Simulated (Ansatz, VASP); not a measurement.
# Two plane-wave programs on Rh

```
Rh
1.0
    -1.51529    1.51529    1.51529
     1.51529   -1.51529    1.51529
     1.51529    1.51529   -1.51529
Rh
1
Direct
  0.00000 0.00000 0.00000
```

Alike in both runs: task single point; functional PBEsol; k mesh 16 × 16 × 16; occupations fermi-dirac, width 0.1 eV; no spin polarisation.

|  | VASP | Ansatz |
| --- | --- | --- |
| version | VASP 6.6.1 | Ansatz 0.2.0 |
| potentials or method | VASP PAW PBE potentials, release 64 (Rh_pv) | plane waves (420 eV) with PAW, scalar-relativistic |
| plane-wave cutoff (eV) | 520 | 420 |
| valence electrons in the cell | 15 | 17 |

Ansatz gave:

```
pressure (GPa) : 0.0
```

Question: Which values does VASP return?

Answer: Pressure (GPa): -0.1.

The functional is the same, so the differences come from potentials, cutoffs and numerics. The two sets of potentials don't hold the same shells in valence. Ansatz warned: «pseudo_functional_mismatch».

Caveats: the PAW data sets were made with another functional, which shifts forces and pressure a little (VASP).
